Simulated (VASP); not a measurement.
A run of VASP 6.6.1:

POSCAR

```
HfN
3.0574
    0.000000000000      0.707100359619      0.707100359619
    0.707100359619      0.000000000000      0.707100359619
    0.707100359619      0.707100359619      0.000000000000
Hf N
1 1
Direct
    0.0000000000      0.0000000000      0.0000000000
    0.5000000000      0.5000000000      0.5000000000
```

Contents of INCAR.step1:

```
PREC = Accurate
ENCUT = 900
EDIFF = 1E-7
ISMEAR = 0
SIGMA = 0.1
LREAL = F
LASPH = T
NELM = 60
ALGO = Fast
ISIF = 2
LWAVE = F
LCHARG = T
LMAXMIX = 4
GGA = MK
LUSE_VDW = T
AGGAC = 0.0
PARAM1 = 0.1234
PARAM2 = 1.0
```

The input KPOINTS.step1:

```
Automatic mesh
0
Gamma
  10 10 10
```

File INCAR.step2:

```
PREC = Accurate
ENCUT = 900
EDIFF = 1E-7
ISMEAR = -5
SIGMA = 0.1
LREAL = F
LASPH = T
NELM = 60
ALGO = Fast
ISIF = 2
LWAVE = F
LCHARG = F
LMAXMIX = 4
GGA = MK
LUSE_VDW = T
AGGAC = 0.0
PARAM1 = 0.1234
PARAM2 = 1.0
LORBIT = 11
NEDOS = 1001
ICHARG = 11
```

KPOINTS.step2

```
Automatic mesh
0
Gamma
  15 15 15
```

Potentials or basis: VASP PAW PBE potentials, release 64 (Hf_pv, N_h).

Run with:

```sh
$ cat potpaw_PBE.64/Hf_pv/POTCAR potpaw_PBE.64/N_h/POTCAR > POTCAR
$ cp INCAR.step1 INCAR
$ cp KPOINTS.step1 KPOINTS
$ mpirun -np 1 vasp_std > vasp.out
$ cp INCAR.step2 INCAR
$ cp KPOINTS.step2 KPOINTS
$ mpirun -np 1 vasp_std > vasp.out
```

Hardware: 1 thread of Intel(R) Xeon(R) Platinum 8488C (Sapphire Rapids) (shared host).

**Question.** Estimate the wall time of this run.

**Answer.** Wall time 120 s on 1 thread of Intel(R) Xeon(R) Platinum 8488C (Sapphire Rapids), on a shared host, peak memory 0.4 GiB. Counts: scf iterations 10, k points 120.
